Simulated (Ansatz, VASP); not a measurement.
# Bi in VASP and in Ansatz

The input INCAR:

```
SYSTEM = Bi
PREC     = Accurate       ! precision mode
ENCUT    = 600            ! plane-wave cutoff, eV
EDIFF    = 1E-7           ! SCF threshold, eV
ISMEAR   = 0              ! smearing method
SIGMA    = 0.1            ! smearing width, eV
LREAL    = .FALSE.        ! projectors in reciprocal space
LASPH    = .TRUE.         ! aspherical terms in the spheres
NELM     = 80             ! most SCF steps
ALGO     = Normal         ! electronic algorithm
ISIF     = 3              ! what is computed and relaxed
LWAVE    = .FALSE.        ! write WAVECAR
LCHARG   = .FALSE.        ! write CHGCAR
GGA      = PE             ! functional
IBRION   = 2              ! ionic algorithm
NSW      = 90             ! ionic steps
EDIFFG   = -0.04          ! ionic threshold
```

KPOINTS

```
regular mesh
0
G
  6 6 4
  0 0 0
```

Contents of POSCAR:

```
Bi
1.0
    3.7629691289      0.0000000000      0.0000000000
   -1.8814845645      3.2588268592      0.0000000000
    0.0000000000      0.0000000000      6.1074981812
Bi
2
Direct
    0.3333333333      0.6666666667      0.2500000000
    0.6666666667      0.3333333333      0.7500000000
```

Input for Ansatz:

```yaml
crystal:
  lattice:
    - [3.7629691289, 0.0, 0.0]
    - [-1.8814845645, 3.2588268592, 0.0]
    - [0.0, 0.0, 6.1074981812]
  atoms:
    - { symbol: Bi, position: [0.3333333333, 0.6666666667, 0.25] }
    - { symbol: Bi, position: [0.6666666667, 0.3333333333, 0.75] }
basis:
  ecutwfc: 420
kpoints:
  mp_grid: { grid: [6, 6, 4] }
hamiltonian:
  xc: pbe
scf:
  occupations: { method: gaussian, width: 0.1 }
  lower_state_search: "off"
output:
  forces: true
  stress: true
  eigenvalues: true
relax:
  adjacent_minimum: "off"
  f_tol: 0.04
  max_steps: 70
  cell: { stress_tol: 0.4 }
```

Alike in both runs: task relaxation of cell and atoms; functional PBE; k mesh 6 × 6 × 4; occupations gaussian, width 0.1 eV; no spin polarisation.

```csv
,VASP,Ansatz
version,VASP 6.6.1,Ansatz 0.2.0
potentials or method,"VASP PAW PBE potentials, release 64 (Bi_d)","scalar-relativistic, plane waves, PAW"
plane-wave cutoff (eV),600,420
valence electrons in the cell,30,30
```

```tsv
	VASP	Ansatz	Ansatz less VASP
gap on the k mesh at the Fermi level, each at its own relaxed structure (eV)	none	none	-
relaxed volume (Å³/atom)	31.44	31.37	-0.067
relaxed cell length with the largest relative difference (Å)	3.512	3.508	-0.0042
energy change over the relaxation (meV/atom)	-148	-148	-0.1
```

A gap of «none» marks a metal or a gap that the smearing closes.

Caveats: the volume moved by over 15 % at a fixed basis, so the end points are rough (VASP); spin-orbit coupling is left out, which moves the levels of the heavy elements.
